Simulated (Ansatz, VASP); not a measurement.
## Zr in VASP and in Ansatz

```
Zr
1.0
     2.98766    0.00000    0.00000
    -1.49383    2.58739    0.00000
     0.00000    0.00000    4.98632
Zr
2
Direct
  0.33333 0.66667 0.25000
  0.66667 0.33333 0.75000
```

Alike in both runs: functional LDA; k mesh 15 × 15 × 8; occupations fermi-dirac, width 0.1 eV; no spin polarisation.

Ansatz relaxed the structure, and its values are those at the end. VASP's run is a single point on that final structure, the one shown.

```csv
,VASP,Ansatz
version,VASP 6.6.1,Ansatz 0.2.0
potentials or method,"VASP PAW LDA potentials, release 64 (Zr_sv), cutoff 520 eV","all-electron LAPW, scalar-relativistic"
```

Ansatz gave:

| Quantity | Value |
| --- | --- |
| pressure (GPa) | 15.0 |

What did VASP give for the same quantities?

Pressure (GPa): 15.1.

Ansatz ran all-electron here, so the differences hold the error of VASP's frozen core and of both bases.

Caveats: so large a pressure means that the cell lies far from this level's equilibrium, or that cutoff or potentials fall short (VASP).
